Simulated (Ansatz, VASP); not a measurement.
**NaF: VASP beside Ansatz**

File INCAR:

```
SYSTEM = NaF
  PREC = Accurate
  ENCUT = 520
  EDIFF = 1E-6
  ISMEAR = 0
  SIGMA = 0.05
  LREAL = .False.
  LASPH = .True.
  NELM = 80
  ALGO = Normal
  ISIF = 2
  LWAVE = .False.
  LCHARG = .True.
  GGA = CA
  LELF = .True.
  LVHAR = .True.
  NBANDS = 14
```

Contents of KPOINTS:

```
regular mesh
0
Gamma
  4 4 4
  0 0 0
```

POSCAR

```
NaF
1.0
    0.0000000000      2.3233000000      2.3233000000
    2.3233000000      0.0000000000      2.3233000000
    2.3233000000      2.3233000000      0.0000000000
Na F
1 1
Direct
    0.0000000000      0.0000000000      0.0000000000
    0.5000000000      0.5000000000      0.5000000000
```

Input for Ansatz:

```yaml
crystal:
  lattice:
    - [0.0, 2.3233, 2.3233]
    - [2.3233, 0.0, 2.3233]
    - [2.3233, 2.3233, 0.0]
  atoms:
    - { symbol: Na, position: [0.0, 0.0, 0.0] }
    - { symbol: F, position: [0.5, 0.5, 0.5] }
basis:
  ecutwfc: 420
kpoints:
  mp_grid: { grid: [4, 4, 4] }
hamiltonian:
  xc: lda
scf:
  occupations: { method: gaussian, width: 0.05 }
output:
  forces: true
  stress: true
  eigenvalues: true
```

Alike in both runs: task single point; functional LDA; k mesh 4 × 4 × 4; occupations gaussian, width 0.05 eV; no spin polarisation.

|  | VASP | Ansatz |
| --- | --- | --- |
| version | VASP 6.6.1 | Ansatz 0.2.0 |
| potentials or method | VASP PAW LDA potentials, release 64 (Na_pv, F) | scalar-relativistic, plane waves, PAW |
| plane-wave cutoff (eV) | 520 | 420 |
| valence electrons in the cell | 14 | 16 |

```csv
,VASP,Ansatz,Ansatz less VASP
gap on the k mesh at the Fermi level (eV),5.91,5.93,+0.022
least direct gap on the mesh (eV),5.91,5.93,+0.022
pressure (GPa),-4.7,-4.6,+0.10
```

The two sets of potentials don't hold the same shells in valence.

Caveats: the k mesh is coarse (spacing up to 0.59 Å⁻¹), so the values aren't converged. As with any semilocal functional, this LDA gap is likely too small.
